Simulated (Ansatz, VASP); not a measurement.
## HC2Cl (H-CC-Cl chair monolayer) in two plane-wave programs

One calculation is typed for both programs; each brings its own data sets. How far apart do they land? The cell is taken from a series of runs on this material, whose earlier steps may have relaxed, scaled, displaced or heated it; both programs get it as it stands.

Method: plane waves, with VASP 6.6.1 beside it; single point at PBE with D3(BJ), in Ansatz 0.2.0.

### 1. Starting point

The cell holds 4 atoms: 1 Cl, 2 C and 1 H. Cell: a = 2.748 Å, b = 2.748 Å, c = 21.334 Å, α = 90.0°, β = 90.0°, γ = 120.0°. Vacuum lies along c.

Structure file:

```xyz
4
Lattice="2.7484 0.0000 0.0000 -1.3742 2.3802 0.0000 0.0000 0.0000 21.3340" Properties=species:S:1:pos:R:3
Cl    1.3742    0.7934    9.0000
C     1.3742    0.7934   10.7605
C     0.0000    1.5868   11.2293
H     0.0000    1.5868   12.3340
```

### 2. VASP: single point, PBE with D3(BJ)

A single point gives forces, pressure and levels at one fixed geometry, so differences don't come from the geometry; what else differs is listed under the comparison.

Lines of VASP's logs that name or quote its potential files are left out, and so is its time.

Input file INCAR:

```
SYSTEM = HC2Cl
PREC = Accurate
ENCUT = 520
EDIFF = 1E-06
NELM = 120
ISMEAR = -1
SIGMA = 0.02585
LREAL = .FALSE.
ALGO = Normal
GGA = PE
IVDW = 12
NBANDS = 14
LORBIT = 11
LWAVE = .FALSE.
LCHARG = .FALSE.
ISIF = 2
LDIPOL = .TRUE.
IDIPOL = 3
DIPOL = 0.5 0.5 0.508
LVHAR = .TRUE.
LASPH = .TRUE.
GGA_COMPAT = .FALSE.
EFERMI = MIDGAP
NELMDL = -8
```

Input file POSCAR:

```
HC2Cl
1.0
    2.7483720964      0.0000000000      0.0000000000
   -1.3741860482      2.3801600545      0.0000000000
    0.0000000000      0.0000000000     21.3339543134
Cl C H
1 2 1
Direct
    0.6666666667      0.3333333333      0.4218627202
    0.6666666667      0.3333333333      0.5043849856
    0.3333333334      0.6666666666      0.5263562288
    0.3333333334      0.6666666666      0.5781372798
```

Input file KPOINTS:

```
Automatic mesh
0
Gamma
24 24 1
0 0 0
```

PAW data sets: Cl, C and H (PBE family, release 64).

The run is started by

```console
> mpirun -np 1 vasp_std
```

Numbers of over 12 decimals in the logs are rounded to 6 here.

What it wrote:

```text
[banner, memory and clock lines left out]
running    1 mpi-ranks, on    1 nodes
 distrk:  each k-point on    1 cores,    1 groups
 distr:  one band on    1 cores,    1 groups

 POSCAR found type information on POSCAR ClC H
 POSCAR found :  3 types and       4 ions
 LDA part: xc-table for (Slater+PW92), standard interpolation
 POSCAR, INCAR and KPOINTS ok, starting setup
 FFT: planning ... GRIDC
 FFT: planning ... GRID_SOFT
 FFT: planning ... GRID
 WAVECAR not read
 entering main loop
       N       E                     dE             d eps       ncg     rms          rms(c)
DAV:   1     0.126227069158E+03    0.12623E+03   -0.59086E+03  1708   0.872E+02
DAV:   2    -0.841590795969E+01   -0.13464E+03   -0.12212E+03  3024   0.179E+02
DAV:   3    -0.226159058094E+02   -0.14200E+02   -0.13950E+02  2314   0.721E+01
DAV:   4    -0.229536567487E+02   -0.33775E+00   -0.33450E+00  2516   0.129E+01
DAV:   5    -0.229626261757E+02   -0.89694E-02   -0.89422E-02  2202   0.194E+00
DAV:   6    -0.229630508879E+02   -0.42471E-03   -0.42465E-03  2534   0.371E-01
DAV:   7    -0.229630602412E+02   -0.93533E-05   -0.93531E-05  2282   0.510E-02
DAV:   8    -0.229630605612E+02   -0.31998E-06   -0.31999E-06  2258   0.897E-03    0.139E+01
DAV:   9    -0.222147724625E+02    0.74829E+00   -0.59020E-01  2236   0.685E+00    0.797E+00
DAV:  10    -0.219678534636E+02    0.24692E+00   -0.68204E-01  2350   0.547E+00    0.149E+00
DAV:  11    -0.219546292446E+02    0.13224E-01   -0.41268E-02  2470   0.151E+00    0.435E-01
DAV:  12    -0.219510078536E+02    0.36214E-02   -0.10778E-02  2292   0.725E-01    0.132E-01
DAV:  13    -0.219493536067E+02    0.16542E-02   -0.88064E-04  2590   0.230E-01    0.742E-02
DAV:  14    -0.219479559307E+02    0.13977E-02   -0.83223E-04  2374   0.230E-01    0.450E-02
[...]
DAV:  19    -0.219495589999E+02   -0.13771E-03   -0.95001E-06  2174   0.172E-02    0.358E-03
DAV:  20    -0.219496524269E+02   -0.93427E-04   -0.68777E-06  2074   0.101E-02    0.172E-03
DAV:  21    -0.219496811444E+02   -0.28717E-04   -0.19743E-06  1966   0.550E-03    0.106E-03
DAV:  22    -0.219496957991E+02   -0.14655E-04   -0.87971E-07  1826   0.331E-03    0.682E-04
DAV:  23    -0.219497011816E+02   -0.53825E-05   -0.27494E-07  1622   0.197E-03    0.257E-04
DAV:  24    -0.219497034722E+02   -0.22906E-05   -0.10939E-07  1454   0.121E-03    0.206E-04
DAV:  25    -0.219497049339E+02   -0.14616E-05   -0.10063E-07  1492   0.860E-04    0.128E-04
DAV:  26    -0.219497052444E+02   -0.31056E-06   -0.18661E-08  1772   0.496E-04
   1 F= -.22407374E+02 E0= -.22407373E+02  d E =-.101098E-05
```

Parts of OUTCAR (step 2):

```text
ion  position               nearest neighbor table
   1  0.667  0.333  0.422-   2 1.76
   2  0.667  0.333  0.504-   3 1.65   3 1.65   3 1.65   1 1.76
   3  0.333  0.667  0.526-   4 1.10   2 1.65   2 1.65   2 1.65
   4  0.333  0.667  0.578-   3 1.10

  LATTYP: Found a hexagonal cell.
 ALAT       =     2.7483720964
 C/A-ratio  =     7.7623966352

 Subroutine GETGRP returns: Found  6 space group operations
 (whereof  6 operations were pure point group operations)

The static configuration has the point symmetry C_3v.

 Found     61 irreducible k-points:

   k-points           NKPTS =     61   k-points in BZ     NKDIM =     61   number of bands    NBANDS=     14

   dimension x,y,z NGX =    20 NGY =   20 NGZ =  160
   dimension x,y,z NGXF=    40 NGYF=   40 NGZF=  320

   ENCUT  =  520.0 eV  38.22 Ry    6.18 a.u.   5.11  5.11 39.67*2*pi/ulx,y,z

   NELECT =      16.0000    total number of electrons

 k-points in reciprocal lattice and weights: Automatic mesh
   0.00000000  0.00000000  0.00000000       0.002
   0.04166667  0.00000000  0.00000000       0.010
   0.08333333  0.00000000  0.00000000       0.010
   0.12500000  0.00000000  0.00000000       0.010
   0.16666667  0.00000000  0.00000000       0.010
   0.20833333 -0.00000000  0.00000000       0.010
   0.25000000  0.00000000  0.00000000       0.010
   0.29166667  0.00000000  0.00000000       0.010
   0.33333333  0.00000000  0.00000000       0.010
[...]
0.33333333  0.29166667  0.00000000       0.021
   0.33333333  0.33333333  0.00000000       0.003

 dipolmoment           0.000000      0.000000     -0.074199 electrons x Angstroem

 average (electrostatic) potential at core
       1 -96.6027       2 -58.1151       3 -57.2442       4 -40.0107

 E-fermi :   0.2673

 k-point     1 :       0.0000    0.0000    0.0000
  band No.  band energies     occupation
    ...
      4      -6.0890      2.00000
      5      -4.2445      2.00000
      6      -4.2445      2.00000
      7       0.0353      1.99975
      8       0.0353      1.99975
      9       0.4829      0.00048
     10       1.7295      0.00000
     11       2.1950      0.00000
     12       3.1764      0.00000
     13       3.2863      0.00000
    ...

 k-point     2 :       0.0417    0.0000    0.0000
  band No.  band energies     occupation
    ...
      4      -6.0843      2.00000
      5      -4.4314      2.00000
      6      -4.3084      2.00000
      7      -0.1325      2.00000
      8       0.0067      1.99992
      9       0.5248      0.00009
     10       1.7757      0.00000
     11       2.2350      0.00000
     12       3.2656      0.00000
     13       3.3394      0.00000
    ...

 k-point     3 :       0.0833    0.0000    0.0000
  band No.  band energies     occupation
    ...
      4      -6.0755      2.00000
      5      -4.9367      2.00000
      6      -4.4873      2.00000
      7      -0.5869      2.00000
      8      -0.0790      2.00000
      9       0.6491      0.00000
     10       1.9058      0.00000
     11       2.3377      0.00000
     12       3.3688      0.00000
     13       3.5234      0.00000
    ...

 Edisp (eV)   -0.45767

  Total      -0.04432    -0.04432    -0.20545    -0.00000    -0.00000     0.00000
  in kB      -0.50885    -0.50885    -2.35871    -0.00000    -0.00000     0.00000
  external pressure =       -1.13 kB  Pullay stress =        0.00 kB

  energy-cutoff  :      520.00
  volume of cell :      139.56
      direct lattice vectors                 reciprocal lattice vectors
     2.748372096  0.000000000  0.000000000     0.363851751  0.210069906  0.000000000
    -1.374186048  2.380160055  0.000000000     0.000000000  0.420139813  0.000000000
     0.000000000  0.000000000 21.333954313     0.000000000  0.000000000  0.046873636

 POSITION                                       TOTAL-FORCE (eV/Angst)
 -----------------------------------------------------------------------------------
      1.37419      0.79339      9.00000         0.000000      0.000000      0.112259
      1.37419      0.79339     10.76053        -0.000000      0.000000     -0.113061
      0.00000      1.58677     11.22926         0.000000      0.000000     -0.024911
      0.00000      1.58677     12.33395         0.000000     -0.000000      0.025713
 -----------------------------------------------------------------------------------
    total drift:                               -0.000000     -0.000000     -0.000050

  FREE ENERGIE OF THE ION-ELECTRON SYSTEM (eV)
  ---------------------------------------------------
  free  energy   TOTEN  =       -22.4073735029 eV

  energy  without entropy=      -22.4073724919  energy(sigma->0) =      -22.40737300

 vacuum level on the upper side and lower side of the slab         1.423         3.476

 total charge
# of ion       s       p       d       tot
------------------------------------------
    1        1.619   3.581   0.000   5.200
    2        0.807   1.512   0.000   2.319
    3        0.816   1.607   0.000   2.423
    4        0.645   0.044   0.000   0.688
--------------------------------------------------
tot          3.887   6.744   0.000  10.630

[... 3 further parts left out ...]
```

### 3. Ansatz: single point, PBE with D3(BJ)

Ansatz runs on its PAW soft_1 files.

The same cell, functional, mesh and smearing now go to Ansatz, which takes its cutoff from its data sets.

Input file input.yaml:

```yaml
crystal:
  lattice:
    - [2.7483720964, 0.0, 0.0]
    - [-1.3741860482, 2.3801600545, 0.0]
    - [0.0, 0.0, 21.3339543134]
  atoms:
    - { symbol: Cl, position: [0.6666666667, 0.3333333333, 0.4218627202] }
    - { symbol: C, position: [0.6666666667, 0.3333333333, 0.5043849856] }
    - { symbol: C, position: [0.3333333333, 0.6666666667, 0.5263562288] }
    - { symbol: H, position: [0.3333333333, 0.6666666667, 0.5781372798] }
kpoints:
  mp_grid: { grid: [24, 24, 1] }
  band_path:
    path: [[0, 0, 0], [0.5, 0, 0], [0.33333333, 0.33333333, 0], [0, 0, 0]]
    npoints: 16
hamiltonian:
  xc: pbe
  dispersion: d3bj
  pseudopotentials: { kind: paw, azcp: { folder: soft_1 } }
scf:
  occupations: { method: fermi_dirac, width: 0.02585 }
  convergence: { dr2_threshold: 1.0e-10 }
efield:
  axis: 3
  dipole_correction: true
  ramp_position: 0.97
  ramp_width: 0.06
  amplitude: 0
output:
  dos: { projected: true, e_range: [-6, 5] }
  write_potential: true
  write_density: true
  volumetric_format: npy
  elf: true
```

The run is started by

```console
> ansatz run input.yaml --threads 2 --pin off --max-ram 3072MiB --backend cpu --events-out ev --progress --plain --runs-dir out
```

What it wrote:

```text
Engine: ansatz 0.2.0, aarch64-unknown-linux-gnu
Pseudopotentials: kind: paw
Pseudopotential: Cl, paw, valence charge 7, recommended cutoff 420 eV (normal), soft_1/Cl.paw.azcp
Pseudopotential: C, paw, valence charge 4, recommended cutoff 420 eV (normal), soft_1/C.paw.azcp
Pseudopotential: H, paw, valence charge 1, recommended cutoff 420 eV (normal), soft_1/H.paw.azcp
Functional definition: PBE
  parameter kappa = 0.804
  parameter beta = 0.066725
  exchange = pbe_x(kappa = kappa, mu = beta*pi^2/3)
  correlation = pbe_c(beta = beta)
Crystal: 4 atoms, lattice volume = 139.557 Å³
Basis set: ecut = 420 eV, 2741 PW (Γ)
Bands: 12, of which v1, the nominal top of the filled ones, is band 8 counted from 1 (7 counted from 0)
Symmetry: 6 space group operations
Space group: P3m1 (ITA 156), of the structure as read, at distance tolerance 5.2e-5 Å
k-points: 61 of 576 (time reversal used)
Non-local potential: Cl, projectors of the file, l = 0: 2, l = 1: 2, l = 2: 1
Non-local potential: C, projectors of the file, l = 0: 2, l = 1: 2, l = 2: 1
Non-local potential: H, projectors of the file, l = 0: 2, l = 1: 1
PAW form: soft (Blöchl's): semilocal exchange-correlation on the pseudo side does not see the compensation charge
PAW one-centre angular grid: Cl, 110 points (default); XC on 64 Gauss nodes
PAW one-centre angular grid: C, 110 points (default); XC on 64 Gauss nodes
PAW one-centre angular grid: H, 110 points (default); XC on 64 Gauss nodes
Initial density: superposition of atomic densities (neutral atoms: chi_scale 0, normalization atom)
Initial wavefunctions: pseudopotential atomic-orbital guess
Functional: x = pbe(κ = 0.804, μ = 0.219515), c = pbe(β = 0.066725)
SCF iter   1: F=—  HF=-1596.906169 eV  |F-HF|=—  |Δ(HF+E_count)|=         —  Δρ=4.71e-2  dr2=2.87e0  ethr=3.10e-3  p=-0.000 e·Å  D=-4.42e-8 V/Å  ΔV_dip=0.00 eV  dr2_dipole=2.79e-3  V_vac-E_F(+/−)=4.64/4.64 eV  ⟨swp⟩=9.8  Hψ=6657  notcnv=0
efield: sawtooth ramp at fractional position 0.9700 (set: `efield.ramp_position`, or a place that a band, a saddle search or an elastic batch's reference lends), width 0.0600; the density the first Hamiltonian is built on has a dipole p = -0.000 e·Å; the dipole correction subtracts the counter field D = -4.42e-8 V/Å, which shifts the + side's vacuum level by +0.00 eV against the − side's; the planar-averaged density in the ramp window peaks in size at 2.9e-6 e/Å³
preconditioner: auto → none  [insulator: Δε(μ)=2.156 eV  Ē_g=13.936 eV  σ=0.026 eV  W_gap=1.00  n_scr=12 (ndim 8)  ℏωp=12.6 eV  f_vac=0.684  D(μ)=0.00/eV (n_scr^D=0)  ε∞_Penn≈1.8]
SCF iter   2: F=—  HF=-1596.084177 eV  |F-HF|=—  |Δ(HF+E_count)|=   8.22e-1  Δρ=2.16e-2  dr2=5.82e-1  ethr=3.10e-3  p=0.033 e·Å  D=4.25e-2 V/Å  ΔV_dip=-0.91 eV  dr2_dipole=3.75e-2  V_vac-E_F(+/−)=1.97/2.88 eV  ⟨swp⟩=3.4  Hψ=2177  notcnv=0
SCF iter   3: F=—  HF=-1596.210334 eV  |F-HF|=—  |Δ(HF+E_count)|=   1.26e-1  Δρ=1.55e-2  dr2=2.87e0  ethr=3.10e-3  p=0.156 e·Å  D=2.03e-1 V/Å  ΔV_dip=-4.32 eV  dr2_dipole=1.04e0  V_vac-E_F(+/−)=0.38/4.70 eV  ⟨swp⟩=4.2  Hψ=2260  notcnv=1  recentre
SCF iter   4: F=—  HF=-1596.024863 eV  |F-HF|=—  |Δ(HF+E_count)|=   1.85e-1  Δρ=8.42e-3  dr2=3.11e-1  ethr=3.10e-3  p=-0.013 e·Å  D=-1.65e-2 V/Å  ΔV_dip=0.35 eV  dr2_dipole=8.29e-2  V_vac-E_F(+/−)=2.99/2.64 eV  ⟨swp⟩=3.2  Hψ=1814  notcnv=0
SCF iter   5: F=—  HF=-1595.967236 eV  |F-HF|=—  |Δ(HF+E_count)|=   5.76e-2  Δρ=2.71e-3  dr2=5.66e-2  ethr=1.94e-3  p=0.017 e·Å  D=2.19e-2 V/Å  ΔV_dip=-0.47 eV  dr2_dipole=2.05e-2  V_vac-E_F(+/−)=2.42/2.89 eV  ⟨swp⟩=2.2  Hψ=1360  notcnv=0
SCF iter   6: F=—  HF=-1595.952943 eV  |F-HF|=—  |Δ(HF+E_count)|=   1.43e-2  Δρ=1.27e-3  dr2=4.80e-3  ethr=3.54e-4  p=0.048 e·Å  D=6.28e-2 V/Å  ΔV_dip=-1.34 eV  dr2_dipole=1.97e-3  V_vac-E_F(+/−)=1.79/3.13 eV  ⟨swp⟩=4.0  Hψ=1477  notcnv=0
SCF iter   7: F=—  HF=-1595.952348 eV  |F-HF|=—  |Δ(HF+E_count)|=   5.95e-4  Δρ=7.55e-4  dr2=3.10e-3  ethr=3.00e-5  p=0.061 e·Å  D=7.94e-2 V/Å  ΔV_dip=-1.69 eV  dr2_dipole=8.63e-4  V_vac-E_F(+/−)=1.47/3.17 eV  ⟨swp⟩=3.3  Hψ=1461  notcnv=0
SCF iter   8: F=—  HF=-1595.951592 eV  |F-HF|=—  |Δ(HF+E_count)|=   7.56e-4  Δρ=2.44e-4  dr2=7.64e-4  ethr=1.94e-5  p=0.067 e·Å  D=8.74e-2 V/Å  ΔV_dip=-1.86 eV  dr2_dipole=3.27e-4  V_vac-E_F(+/−)=1.33/3.20 eV  ⟨swp⟩=2.6  Hψ=1284  notcnv=0
SCF iter   9: F=—  HF=-1595.951464 eV  |F-HF|=—  |Δ(HF+E_count)|=   1.28e-4  Δρ=1.20e-4  dr2=2.24e-4  ethr=4.77e-6  p=0.070 e·Å  D=9.11e-2 V/Å  ΔV_dip=-1.94 eV  dr2_dipole=9.59e-5  V_vac-E_F(+/−)=1.28/3.22 eV  ⟨swp⟩=1.1  Hψ=796  notcnv=0
SCF iter  10: F=—  HF=-1595.951445 eV  |F-HF|=—  |Δ(HF+E_count)|=   1.92e-5  Δρ=2.87e-5  dr2=1.42e-6  ethr=1.40e-6  p=0.074 e·Å  D=9.66e-2 V/Å  ΔV_dip=-2.06 eV  dr2_dipole=2.04e-7  V_vac-E_F(+/−)=1.16/3.22 eV  ⟨swp⟩=3.1  Hψ=1275  notcnv=0
SCF iter  11: F=—  HF=-1595.951447 eV  |F-HF|=—  |Δ(HF+E_count)|=   2.35e-6  Δρ=7.70e-6  dr2=1.52e-7  ethr=8.88e-9  p=0.075 e·Å  D=9.70e-2 V/Å  ΔV_dip=-2.07 eV  dr2_dipole=4.58e-8  V_vac-E_F(+/−)=1.15/3.22 eV  ⟨swp⟩=2.4  Hψ=1475  notcnv=0
SCF iter  12: F=—  HF=-1595.951447 eV  |F-HF|=—  |Δ(HF+E_count)|=   2.77e-8  Δρ=3.37e-6  dr2=7.51e-8  ethr=9.49e-10  p=0.075 e·Å  D=9.72e-2 V/Å  ΔV_dip=-2.07 eV  dr2_dipole=1.39e-8  V_vac-E_F(+/−)=1.14/3.22 eV  ⟨swp⟩=2.7  Hψ=1355  notcnv=0
SCF iter  13: F=—  HF=-1595.951447 eV  |F-HF|=—  |Δ(HF+E_count)|=   1.30e-8  Δρ=1.10e-6  dr2=3.37e-9  ethr=4.70e-10  p=0.075 e·Å  D=9.71e-2 V/Å  ΔV_dip=-2.07 eV  dr2_dipole=3.96e-10  V_vac-E_F(+/−)=1.14/3.22 eV  ⟨swp⟩=1.9  Hψ=823  notcnv=0
SCF iter  14: F=—  HF=-1595.951447 eV  |F-HF|=—  |Δ(HF+E_count)|=  4.04e-10  Δρ=2.74e-7  dr2=3.62e-10  ethr=2.11e-11  p=0.075 e·Å  D=9.71e-2 V/Å  ΔV_dip=-2.07 eV  dr2_dipole=8.91e-11  V_vac-E_F(+/−)=1.14/3.22 eV  ⟨swp⟩=2.6  Hψ=1241  notcnv=0
SCF iter  15: F=-1595.951447 eV  HF=-1595.951447 eV  |F-HF|=1.05e-11  |Δ(HF+E_count)|=  3.25e-11  Δρ=9.57e-8  dr2=5.97e-12  ethr=1.00e-12  p=0.075 e·Å  D=9.71e-2 V/Å  ΔV_dip=-2.07 eV  dr2_dipole=4.14e-13  V_vac-E_F(+/−)=1.14/3.22 eV  ⟨swp⟩=5.4  Hψ=3248  notcnv=0
SCF 1 converged in 15 iterations: F = -1595.951447 eV  dr2 = 5.97e-12
  greatest PAW one-centre occupation: 0.912 electrons in one spin orbital (limit 2), on the Cl atom at site 0 (counted from 0), in its partial waves of l = 0
NSCF: frozen V_eff on 49 k-points
efield: sawtooth ramp at fractional position 0.9700 (kept from the solve that this one continues, or follows in the run), width 0.0600; the density the first Hamiltonian is built on has a dipole p = 0.075 e·Å; the dipole correction subtracts the counter field D = 9.71e-2 V/Å, which shifts the + side's vacuum level by -2.07 eV against the − side's; the planar-averaged density in the ramp window peaks in size at 4.7e-6 e/Å³
WARN: The output density's exchange-correlation potential varies sharply where the density is thin. Do not read a vacuum level from v_tot or v_xc, or from such a field of the output density. On a cell that repeats whose density bears no net charge and no dipole along the vacuum's axis use v_es (v_loc + v_h of the components); under efield.dipole_correction with no amplitude use v_es + v_field, which holds any externa [...]
SCF converged after 15 iterations
Free energy (F): -1595.951447 eV
Harris-Foulkes:  -1595.951447 eV  (|F-HF|=1.05e-11)
Internal energy: -1595.951445 eV  (E = F + TS)
E sigma→0 (E₀):  -1595.951446 eV
Entropy (-TS):   -0.000002 eV (-0.000 meV/atom)
Fermi energy:    0.781600 eV
Dipole field:    D = 0.097138 V/Å  (p = 0.074917 e·Å, saw-weighted, corrected)
Work function:   Φ+ = 1.1449 eV   Φ− = 3.2172 eV
Levels:          The Fermi level and band energies are counted from a zero that moves with the ramp; work functions are not
--- Per-component energies (eV) ---
  E_band       = -138.729102
  E_kinetic    = 340.744478
  E_local      = -8473.693753  (includes V_loc(G=0)·N_el)
  E_nonlocal   = 77.624867
  E_hartree    = 4088.979923
  E_xc         = -210.365034
  E_vxc        = -243.973786  (∫ρ·V_xc dr)
  E_paw        = -858.902031  (= ΣΔE_a)
  E_vpaw       = -18.113756  (= ΣTr[D̂ρ^β])
  E_aug_tail   = -0.000980  (compensation charges beyond the density's cutoff)
  E_efield     = 0.003639  (sawtooth field / dipole correction)
  E_vefield    = 0.724015  (∫n·V_field dr)
  E_ewald      = 3440.115138
  E_disp       = -0.457691  (pairwise vdW)
  E_smearing   = -0.000002  (= −TS)
  E_closure    = -0.000000  (closes the sum)
  Σ components = -1595.951447   (vs F -1595.951447, Δ=0.00e0)
--- Band table (eV; the first three rows and the last of 61) ---
  k-point 0: bands = [... 4 lower, -3.7489, -3.7489, 0.5628, 0.5628, 0.9840, 2.2194, 2.7076, 3.6659]
  k-point 1: bands = [... 4 lower, -3.9357, -3.8127, 0.3947, 0.5343, 1.0259, 2.2655, 2.7472, 3.7717]
  k-point 2: bands = [... 4 lower, -4.4408, -3.9919, -0.0601, 0.4488, 1.1501, 2.3952, 2.8480, 3.9106]
  k-point 60: bands = [... 4 lower, -7.5334, -6.1376, -4.8716, -4.3069, 4.1810, 5.2139, 7.0124, 8.4201]
```

In the SCF lines HF is the Harris–Foulkes energy and dr2 the Hartree energy of the density residual, in eV; the loop may stop once dr2 is under the threshold and the program's other checks hold. Hψ counts applications of the Hamiltonian.

### 4. Differences

Known differences besides the potentials themselves: the cutoff is 420 eV in Ansatz and 520 eV in VASP. Total energies have different zeros and are not compared.

Both answers:

| quantity | Ansatz | VASP | difference |
| --- | --- | --- | --- |
| gap on the k mesh (eV) | 0.421 | 0.448 | -0.026 |

A gap on the mesh is an upper bound, since the band edges may lie between its points. With vacuum in the cell, a pressure given here is an average over mostly empty space and none of the material.

### 5. Outcome

```yaml
difference_in_gap_on_the_k_mesh_single_point_pbe_with_d3_bj: -0.026 eV
```

In words: The difference in gap on the k mesh is -0.026 eV (single point, PBE with D3(BJ)), within the 0.08 eV picked in this series as the mark of a large difference. How closely two codes agree says nothing of how well the functional describes the real material.

[Lines on the potential files, build, host, timing and source positions are cut from VASP's logs without a mark.]

[Logs are printed without paths, hosts, clocks, repeated set-up lines and the standing remarks that a program may print on its own settings, such as how far it seeks lower states.]

[Hosts, paths, dates, database ids (printed as entryN), source tags and the programs' standing remarks are cut or masked in the printed files.]
